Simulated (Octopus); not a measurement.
## Mg2Ge: equation of state with PBEsol

The system is Mg2Ge.

```
Ge Mg
1.0
     0.00000    3.18900    3.18900
     3.18900    0.00000    3.18900
     3.18900    3.18900    0.00000
Ge Mg
1 2
Direct
  0.00000 0.00000 0.00000
  0.75000 0.75000 0.75000
  0.25000 0.25000 0.25000
```

| Item | Value |
| --- | --- |
| Program | Octopus 16.4 |
| Task | equation of state |
| Functional | PBEsol |
| Potentials or basis | pseudodojo_pbesol (PseudoDojo 0.4, PBEsol) |
| k mesh | 7 × 7 × 7 |
| Occupations | fermi-dirac, width 0.05 eV |
| Spin | no spin polarisation |
| Eigensolver | chebyshev_filter |
| Volume scales | [0.94, 0.96, 0.98, 1.0, 1.02, 1.04, 1.06] |
| k-point symmetries used | yes |
| ConvRelDens | 3e-07 |
| ExtraStates | 7 |
| DerivativesOrder | 8 |

* Equilibrium volume: 21.54 Å³/atom
* Bulk modulus: 84 GPa
* Pressure derivative of the bulk modulus: 2.9 (rough: it moves with the points fitted)

Energy against volume, from the lowest point:
| volume (Å³/atom) | energy (meV/atom) |
| --- | --- |
| 20.324 | 19.46 |
| 20.756 | 7.67 |
| 21.188 | 1.62 |
| 21.621 | 0.00 |
| 22.053 | 2.84 |
| 22.486 | 10.35 |
| 22.918 | 21.23 |

All runs of the series together: 27 min on 1 thread of Intel(R) Xeon(R) 6975P-C (Granite Rapids) (shared host).

Caveat: the number of grid points is fixed, so the spacing changes with the cell, which shifts volumes and moduli.
